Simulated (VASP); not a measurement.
# SiC (Moissanite 3C): relaxation of the atoms with PBE

SiC (Moissanite 3C):

```
Si C
1.0
     0.00000    2.21594    2.21594
     2.21594    0.00000    2.21594
     2.21594    2.21594    0.00000
Si C
1 1
Direct
  0.00000 0.00000 0.00000
  0.25000 0.25000 0.25000
```

The cell isn't the ideal one: a relaxed cell with its volume scaled by 1.04.

```yaml
Program: VASP 6.6.1
Task: relaxation of the atoms
Functional: PBE
Potentials_or_basis: VASP PAW PBE potentials, release 64 (Si, C_s)
Cutoff: 300 eV
k_mesh: 5 × 5 × 5
Occupations: gaussian, width 0.03 eV
Spin: no spin polarisation
Further_INCAR_settings: ALGO = Fast; EDIFF = 1e-07; IBRION = 2; EDIFFG = -0.01; NSW = 40
```

| Property | Result |
| --- | --- |
| Band gap on the k mesh | 1.83 eV, indirect (least direct gap 4.73 eV) |

Final structure:
```
CELL_PARAMETERS angstrom
0.00000 2.21594 2.21594
2.21594 0.00000 2.21594
2.21594 2.21594 0.00000
ATOMIC_POSITIONS crystal
Si 0.00000 0.00000 0.00000
C 0.25000 0.25000 0.25000
```

Levels at points of the mesh, in eV from the valence-band top:
```tsv
k point	band 1	band 2	band 3	band 4	band 5	band 6	band 7	band 8
(0.00, 0.00, 0.00)	-15.03	0.00	0.00	0.00	5.64	6.96	6.96	6.96
```

Run time: 1.8 s on 1 thread of Intel(R) Xeon(R) 6975P-C (Granite Rapids), on a shared host, peak memory 0.11 GiB.

Caveat: the k mesh is coarse (spacing up to 0.49 Å⁻¹), so the values aren't converged; the relaxation stopped at its first step, so nothing moved; an odd mesh through Γ misses points on the zone boundary, where band edges often lie.
